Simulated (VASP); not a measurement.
Set up this calculation in VASP 6.6.1, as the native input.

```
Task                   : relaxation of cell and atoms
Functional             : PBE
Potentials or basis    : VASP PAW PBE potentials, release 64 (B, N)
Cutoff                 : 600 eV
k mesh                 : 14 × 14 × 14
Occupations            : gaussian, width 0.03 eV
Spin                   : no spin polarisation
Further INCAR settings : ALGO = Normal; EDIFF = 1e-06; IBRION = 2; EDIFFG = -0.01; NSW = 90; ISIF = 3
```

The structure of BN (Qingsongite) lies in POSCAR:

```
BN
1.0
    0.0000000000      1.8075000000      1.8075000000
    1.8075000000      0.0000000000      1.8075000000
    1.8075000000      1.8075000000      0.0000000000
B N
1 1
Direct
    0.0000000000      0.0000000000      0.0000000000
    0.2500000000      0.2500000000      0.2500000000
```

These files were run (other wordings do the same):

INCAR

```
SYSTEM = BN
ALGO     = Normal         ! electronic algorithm
EDIFF    = 1E-6           ! SCF threshold, eV
EDIFFG   = -0.01          ! ionic threshold
ENCUT    = 600            ! plane-wave cutoff, eV
GGA      = PE             ! functional
IBRION   = 2              ! ionic algorithm
ISIF     = 3              ! what is computed and relaxed
ISMEAR   = 0              ! smearing method
LASPH    = .True.         ! aspherical terms in the spheres
LCHARG   = .False.        ! write CHGCAR
LREAL    = .False.        ! projectors in reciprocal space
LWAVE    = .False.        ! write WAVECAR
NELM     = 80             ! most SCF steps
NSW      = 90             ! ionic steps
PREC     = Accurate       ! precision mode
SIGMA    = 0.03           ! smearing width, eV
```

KPOINTS

```
k-points
0
Gamma
  14 14 14
  0 0 0
```

Potentials or basis: VASP PAW PBE potentials, release 64 (B, N).

The run is started by

```console
$ cat potpaw_PBE.64/B/POTCAR potpaw_PBE.64/N/POTCAR > POTCAR
$ mpirun -np 1 vasp_std > vasp.out
```

It gave:

| Property | Result |
| --- | --- |
| Relaxed volume | 5.95 Å³/atom |
| Relaxed cell | a = 2.563 Å, b = 2.563 Å, c = 2.563 Å, α = 60.00°, β = 60.00°, γ = 60.00° |
| Space group after relaxing (to 0.05 Å) | F-43m (No. 216) |
| Energy gained by relaxing | 0.4 meV/atom |
| Ionic steps | 3 |
| Pressure after relaxing | 0.0 GPa |
| Band gap on the k mesh | 4.45 eV, indirect (least direct gap 8.78 eV) |

Run time: 8 s on 1 thread of Intel(R) Xeon(R) 6975P-C (Granite Rapids) (shared host), peak memory 0.12 GiB.
